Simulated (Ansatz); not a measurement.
**NiSi: energy along a strain**

NiSi, Pnma, a = 5.154 Å, b = 3.375 Å, c = 5.620 Å. Ansatz: PBE, PAW, 420 eV, Γ-centred 8×12×8 mesh on 8 atoms, Gaussian smearing 0.15 eV; no spin polarisation. Cell vectors (Å): 5.154 0.000 0.000; 0.000 3.375 0.000; 0.000 0.000 5.620. The cell is strained by x per cent times the pattern (0 1 0 0 0 0) in the order xx yy zz yz xz xy (engineering shears), with fractional coordinates held. y is the free energy over the start, V0 = 12.221 Å³/atom.

| x (%) | y (meV/atom) |
| --- | --- |
| -2.00 | ? |
| -1.50 | 2.27 |
| -1.00 | 1.02 |
| -0.50 | 0.26 |
| 0.00 | 0.00 |
| 0.50 | 0.24 |
| 1.00 | 0.96 |
| 1.50 | 2.16 |
| 1.75 | 2.94 |
| 2.00 | 3.84 |

Q: Fit y = c1 x + c2 x² + c3 x³ to the other rows, get the stiffness along the pattern, and predict the missing energy.

A: Least squares on the rows shown. y = −0.02090 x + 0.9852 x² − 0.007397 x³. The clamped-ion stiffness p·C·p = 2 × 9.852 eV × 160.2 / 12.221 Å³ = 258 GPa, which is C22 in these axes; c1 is there for the stress left in the start, which by itself gives a slope of -0.02 meV/atom per %. At x = -2.00 the fit asked for gives 4.04 meV/atom. The run gave 4.03 meV/atom, so the fit is 0.01 meV/atom too high, a small miss on the scale of the series.

The energy rises almost parabolically on both sides of the start, and compression costs slightly more than extension of the same size. Two terms share that asymmetry: the small residual stress, which matters most at the smallest strains, and the negative cubic term, which gains weight further out. The cubic term has the usual sign for a solid in which short-range repulsion steepens faster than the bonding weakens on stretching.

The stiffness of 258 GPa is plausible for a metallic silicide held together by Ni 3d–Si 3p hybridisation. Because the lateral axes are fixed, it measures resistance to a change of volume as well as of shape, so it isn't a Young's modulus. In Pnma NiSi both species sit on mirror planes normal to b, but their coordinates within those planes are free. Strain along b can therefore drive internal shifts, and letting them relax could only lower C22 or leave it unchanged. A single axial strain doesn't show whether b is a stiff or a soft direction of the crystal.
